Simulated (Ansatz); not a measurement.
BaTiO₃, a database entry at a rescaled volume

```
Ba Ti O
1.0
     4.01772    0.00000    0.00000
     0.02202    8.03539    0.00000
     0.01101    0.01098    4.01769
Ba Ti O
2 2 6
Direct
  0.00000 0.00000 0.00000
  0.00000 0.50000 0.00000
  0.48470 0.24235 0.48470
  0.48470 0.74235 0.48470
  0.50880 0.25440 0.01830
  0.50880 0.75440 0.01830
  0.01830 0.25440 0.50880
  0.01830 0.75440 0.50880
  0.50880 0.00915 0.50880
  0.50880 0.50915 0.50880
```

Method: r2SCAN, collinear spin; PAW, plane waves to 500 eV, 5×3×5 Γ-centred mesh, methfessel-paxton occupations (width 0.0398 eV) (Ansatz 0.2.0), atoms fixed.

The state carries no moments; the state need not be the lowest.

Q: What is the band gap?

A: The gap is 2.79 eV, indirect or between spins (the least direct gap found is 2.98 eV).

Q: Give the Bader charges.

A: Bader charges in e: Ba +1.58, Ti +2.29, O -1.29. In the mean Ti gives up most and O takes most.

Q: Is the cell too large or too small?

A: The pressure is 0.2 GPa (compression positive), so with the atoms held at these fractions the cell is close to zero pressure.

Q: What is the formation energy?

A: -3.41 eV an atom against the elements' usual phases (free molecules for gases, crystals otherwise, with no correction for O₂ or N₂), so it is bound against them; other compounds may still compete. Relaxing would lower it.

Origin: a database entry at a rescaled volume. Caveats: the input typed no starting moments.
